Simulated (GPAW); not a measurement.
Crystal: CdS (Greenockite).

```
CELL_PARAMETERS angstrom
4.15000 0.00000 0.00000
-2.07500 3.59401 0.00000
0.00000 0.00000 6.73700
ATOMIC_POSITIONS crystal
Cd 0.66667 0.33333 0.50000
Cd 0.33333 0.66667 0.00000
S 0.66667 0.33333 0.87500
S 0.33333 0.66667 0.37500
```

Program: GPAW 26.7.0. Alike in all runs: task band structure; cell as given; k mesh 5 × 5 × 3; cutoff (eV) 600; smearing fermi-dirac 0.05 eV.

Task: Order these runs on this cell by their pressure, lowest first.
A. level OLYP; potentials or basis PAW data sets generated in the run's folder for this functional, pw; spin SOC, no magnetisation; eigensolver davidson; band points 60; spin axis theta (degrees) 90; spin axis phi (degrees) 0
B. level rSCAN; potentials or basis GPAW PAW data sets (gpaw-data 1.2.1), pw; spin SOC, no magnetisation; band points 100; spin axis theta (degrees) 54.7; spin axis phi (degrees) 45
C. level LDA; potentials or basis JTH PAW 2.0, LDA, pw; spin off; band points 80; data set Cd jth, S jth
D. level SOGGA; potentials or basis PAW data sets generated in the run's folder for this functional, pw; spin SOC, no magnetisation; band points 60; spin axis theta (degrees) 0; spin axis phi (degrees) 0
E. level TASK; potentials or basis GPAW PAW data sets (gpaw-data 1.2.1), pw; spin SOC, no magnetisation; band points 100; spin axis theta (degrees) 0; spin axis phi (degrees) 0

Result: C (-3.3 GPa), D (-1.3 GPa), B (0.3 GPa), A (3.9 GPa), E (5.7 GPa).

Caveats: spin-orbit coupling was added after a scalar SCF, so levels and gaps hold it while energy, forces, pressure and moments don't (some runs); the PAW data sets were made with another functional, which shifts forces and pressure a little (some runs); the program truncates these outside data sets (some runs).

Runs at the PBE level aren't shown here.
